Q: I widened the smearing in a PBEsol calculation of zincblende AlN to see how much it would spoil the results. The smearing acts as an artificial electronic temperature, and 0.5 eV corresponds to nearly 6000 K. How fast does the error die away as I narrow it?

A: By a factor of about thirty between 0.5 and 0.3 eV, and by a similar or larger factor again on the short step to 0.2 eV. The free energy is off by a few meV per atom at the first setting, by a tenth of a meV at the second, and by a few thousandths at the third, which the table rounds to zero. All these errors are relative to the narrowest smearing, 0.01 eV.

DFTK 0.8.2, PBEsol with scalar-relativistic norm-conserving PseudoDojo potentials (standard set, v0.4.1), for zincblende AlN in a fixed two-atom cell, with a 5×5×5 k mesh and a plane-wave cutoff of 1142.88 eV. The sweep value is the Fermi–Dirac smearing width in eV, and energies are free energies relative to the run at 0.01 eV.

```tsv
sweep value	energy less tightest (meV/atom)	pressure (GPa)	gap (eV)
0.5	-3.700	1.337	3.775
0.3	-0.120	1.224	3.766
0.2	0.000	1.219	3.766
0.1	0.000	1.219	3.766
0.05	0.000	1.219	3.766
0.025	0.000	1.219	3.766
0.01	0.000	1.219	3.766
```

Q: I had learned that smearing errors go as the square of the width. Is this just a steep version of that?

A: No, the square law belongs to metals. There the electrons within about one width of the Fermi level can be rearranged, and their number grows with the width. Each gains an energy of the order of the width, so the product is a square. That would make the error at 0.5 eV less than three times the error at 0.3 eV.

Q: Could it be a higher power, then?

A: A single power doesn't hold either. Between 0.5 and 0.3 eV the error falls roughly as the seventh power of the width, and between 0.3 and 0.2 eV as at least the eighth. A power that keeps rising as the width shrinks is typical of an exponential with the width in its denominator. AlN has no levels at the Fermi level to rearrange; electrons must be lifted across a gap, which is 3.77 eV on this mesh.

Q: Then the law is easy to guess. Each excited electron pays the whole gap, so the error should go as exp(−E/w), with E for the gap and w for the smearing width.

A: It is a natural guess, and the numbers reject it. Let the curve pass through the computed error at 0.5 eV. At 0.3 eV it then leaves 0.024 meV/atom, where the calculation gives 0.118. At 0.2 eV it is too small by a factor of more than forty, even if the last digit of the computed energy is off by one. I have given your guess its best chance, because any factor in front that grows with w would make it fall faster still.

Q: But the electron does cross the whole gap. Where does the energy go?

A: It is paid in full, but it buys two particles. The excited electron can settle in any of the accessible conduction states, and the hole it leaves can settle in any of the accessible valence states, independently of the electron. Entropy therefore rewards each excitation twice, while the gap is charged once. Per particle, the price is half the gap.

Q: Can you show that in a formula?

A: Let n be the number of electron–hole pairs per cell, and let Nc and Nv be the numbers of conduction and valence states within thermal reach. For a dilute gas of pairs the change in free energy is

F = nE − w[n ln(Nc/n) + n] − w[n ln(Nv/n) + n].

The first term is the cost of the gap, and the brackets are the entropies of electrons and holes. Setting the derivative with respect to n to zero gives n² = Nc·Nv·exp(−E/w). Your whole gap is there, but it governs the product of electrons and holes. The number of pairs is the square root,

n = √(Nc·Nv) · exp(−E/2w),

and putting this back leaves F = −2wn per cell. The minus sign is why the table shows the energy going down: the entropy gained outweighs the cost of the gap.

Q: How many pairs are we talking about?

A: Very few. The cell has two atoms, so the lowering per atom is wn. At 0.5 eV a lowering of 3.7 meV/atom corresponds to n ≈ 0.0037/0.5, or about seven pairs in a thousand cells. This is an estimate from the dilute-gas formula, not a count of occupations. The formula also needs most of the accessible states to stay unfilled by these electrons and holes. By its own account they do: the typical filled share is exp(−E/2w), about 2 % at 0.5 eV.

Q: Let me try the step from 0.5 to 0.3 eV myself. Half the gap is 1.88 eV, and 1/0.3 − 1/0.5 is 1.33 per eV. The exponent is 1.88 × 1.33 ≈ 2.5, so the number of pairs falls by a factor of about 12.

A: Now include the w in front of n, which adds a factor of 0.5/0.3. The error should fall by about 20, from 3.7 to 0.18 meV/atom. The calculation gives 0.118, so this estimate is too high by about half of the computed value. The row at 0.5 eV fixed the height of the curve, and the row at 0.3 eV tests it.

Q: Half as much again is not a small miss. What is wrong?

A: You kept Nc and Nv constant, as if the same few levels were always within reach. In smooth parabolic bands, a wider smearing reaches further into the band, and the number of accessible states grows as w to the power 1.5. With that change the error falls by a factor of 44, to 0.084 meV/atom, which is now too low by about 30 % of the computed value. The two limits enclose the calculation at 0.3 eV and again at 0.2 eV.

Q: So the truth lies between a few fixed levels and a smooth band?

A: That would suit a coarse mesh, which samples each band at a limited number of points, but it is my reading and hasn't been tested. Only two steps carry usable information, and the second rests on an energy shift known to a single digit. Together they cannot fix both the factor in front and the energy in the exponent. The step from 0.5 to 0.3 eV does limit that energy: it comes out as 2.2 eV with fixed levels and 1.6 eV with parabolic bands. Half the gap lies between these values, and the whole gap lies far above both. The printed analysis below sets the three laws side by side.

Q: Is there any sign of these pairs outside the energy?

A: The gap offers one. A small change in electron density should shift the levels in proportion to the number of pairs. The gap is wider by 9.5 meV at 0.5 eV and by 0.55 meV at 0.3 eV, a ratio of about 17. The number of pairs, inferred from the energies through the dilute-gas formula, falls by a factor of about 19. The agreement supports the picture, though it leans on the same formula.

Q: And the pressure? With bounds of 0.1 GPa and 10 meV/atom, it fails before the energy does.

A: Pressure is minus the derivative of the free energy with respect to volume, so it inherits the same exponential. At 0.5 eV it is off by 0.12 GPa, just beyond a bound of 0.1 GPa, while the energy is still comfortably within 10 meV/atom. At 0.3 eV the pressure error is already down to a few thousandths of a GPa. The 1.22 GPa that remains at every narrower setting belongs to the chosen cell, which was kept fixed in these runs, and no choice of smearing will remove it.

Q: What should I use in routine work?

A: For this cell and mesh, 0.3 eV keeps the energy within 1 meV/atom and the pressure within 0.1 GPa, and 0.2 eV leaves no error of practical interest. Narrowing it further gains nothing, and the run at 0.01 eV took 15 self-consistency steps where the others took 10 or 11. In a crystal known to have a clear gap, fixed occupations avoid the smearing error altogether. For another insulator, start from the ratio of its gap to the smearing, since that ratio sets the exponent. By this argument, a material with half the gap needs about half the width for a similar suppression of pairs.

Q: And once the smearing is converged, can I trust the gap of 3.77 eV?

A: Only as the gap between the points of this mesh. In zincblende AlN the lowest conduction state lies at the zone-boundary point X, which a 5×5×5 mesh centred on Γ does not contain. The mesh therefore overestimates the PBEsol gap, and the plateau in the table is a plateau at that overestimated value. A band calculation that includes X is needed to find the PBEsol gap, which is itself expected to fall below the measured one. A finer mesh would also show whether the lower states admit more pairs at a given smearing.

The analysis program printed:

```
Free energy shift in meV/atom, computed and from rival laws:
    row  computed  square law    whole gap  half gap fixed levels  half gap parabolic bands
    0.5    -3.703      -3.703       -3.703                 -3.703                    -3.703
    0.3    -0.118      -1.333     -0.02443                -0.1805                  -0.08387
    0.2    -0.003     -0.5925   -4.593e-05              -0.005217                  -0.00132
    0.1         0     -0.1481   -3.053e-13             -2.126e-07                -1.902e-08
   0.05         0    -0.03703   -1.349e-29             -7.067e-16                -2.235e-17
  0.025         0   -0.009258   -2.632e-62             -1.561e-32                -1.745e-34
   0.01         0   -0.001481  -1.956e-160             -5.383e-82                -1.523e-84
Half of the mesh gap (eV): 1.883
Energy shift at 0.5 eV over that at 0.3 eV, computed: 31.38
Same ratio, square law: 2.778
Same ratio, whole gap: 151.6
Same ratio, half gap with fixed levels: 20.52
Same ratio, half gap with parabolic bands: 44.15
Apparent activation energy with no prefactor (eV): 2.585
Apparent activation energy with prefactor w (eV): 2.202
Apparent activation energy with prefactor w to the 2.5 (eV): 1.627
Local power of smearing between 0.5 and 0.3 eV: 6.746
Least local power between 0.3 and 0.2 eV, rounding of 0.001 meV allowed: 8.347
Electron-hole pairs per cell at 0.5 eV, dilute-gas estimate: 0.007406
Ratio of pairs, 0.5 over 0.3 eV, dilute-gas estimate: 18.83
Gap shift at 0.5 eV (meV): 9.516
Gap shift at 0.3 eV (meV): 0.553
Ratio of gap shifts, 0.5 over 0.3 eV: 17.21
Pressure shift at 0.5 eV (GPa): 0.1177
Ratio of pressure shifts, 0.5 over 0.3 eV: 24.93
```
